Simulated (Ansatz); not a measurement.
# Al16H: the cost of one run

Method: DFT PBEsol, plane waves, PAW, scalar-relativistic, no spin polarisation, in Ansatz 0.2.0.

### Step 1. The starting structure

The cell holds 17 atoms (Al16H): a = 5.728 Å, b = 5.728 Å, c = 18.015 Å, α = 90.00°, β = 90.00°, γ = 60.00°.

As a file:

```
Al H
1.0
     5.72757    0.00000    0.00000
     2.86378    4.96022    0.00000
     0.00000    0.00000   18.01481
Al H
16 1
Direct
  0.00000 0.00000 0.05551
  0.50000 0.00000 0.05551
  0.00000 0.50000 0.05551
  0.50000 0.50000 0.05551
  0.16667 0.16667 0.18531
  0.66667 0.16667 0.18531
  0.16667 0.66667 0.18531
  0.66667 0.66667 0.18531
  0.83333 0.33333 0.31510
  0.33333 0.33333 0.31510
  0.83333 0.83333 0.31510
  0.33333 0.83333 0.31510
  0.00000 0.00000 0.44490
  0.50000 0.00000 0.44490
  0.00000 0.50000 0.44490
  0.50000 0.50000 0.44490
  0.99779 0.00693 0.53094
```

### Step 2. Preparing the start

input.yaml reads:

```yaml
accuracy: low
crystal:
  lattice:
    - [5.727565, 0.0, 0.0]
    - [2.863782, 4.960217, 0.0]
    - [0.0, 0.0, 18.014806]
  atoms:
    - { symbol: Al, position: [0.0, 0.0, 0.0555099] }
    - { symbol: Al, position: [0.5, 0.0, 0.0555099] }
    - { symbol: Al, position: [0.0, 0.5, 0.0555099] }
    - { symbol: Al, position: [0.5, 0.5, 0.0555099] }
    - { symbol: Al, position: [0.1666667, 0.1666667, 0.1853069] }
    - { symbol: Al, position: [0.6666667, 0.1666667, 0.1853069] }
    - { symbol: Al, position: [0.1666667, 0.6666667, 0.1853069] }
    - { symbol: Al, position: [0.6666667, 0.6666667, 0.1853069] }
    - { symbol: Al, position: [-0.1666667, 0.3333333, 0.315104] }
    - { symbol: Al, position: [0.3333333, 0.3333333, 0.315104] }
    - { symbol: Al, position: [-0.1666667, 0.8333333, 0.315104] }
    - { symbol: Al, position: [0.3333333, 0.8333333, 0.315104] }
    - { symbol: Al, position: [0.0, 0.0, 0.444901] }
    - { symbol: Al, position: [0.5, 0.0, 0.444901] }
    - { symbol: Al, position: [0.0, 0.5, 0.444901] }
    - { symbol: Al, position: [0.5, 0.5, 0.444901] }
    - { symbol: H, position: [-0.0022074, 0.0069322, 0.5309414] }
basis:
  ecutwfc: 420.0
kpoints:
  mp_grid: { grid: [3, 3, 1] }
hamiltonian:
  xc: pbesol
  pseudopotentials: { kind: paw, azcp: { folder: soft_1 } }
scf:
  occupations: { method: fermi_dirac, width: 0.05 }
  lower_state_search: "off"
relax:
  f_tol: 0.08
  max_steps: 25
  adjacent_minimum: "off"
  constraints: [{ sites: [0, 1, 2, 3] }]
output:
  write_density: true
  write_potential: true
  elf: true
  volumetric_format: npy
```

Launch:

```
$ ansatz run input.yaml --threads 1 --pin off --max-ram 3072MiB --backend cpu --events-out ev --progress --plain --runs-dir out
```

**Question.** How long does this run take on 1 thread of Arm Neoverse V1, shared host, and how much memory does it need?

About 48 s, with a peak of 0.54 GiB.
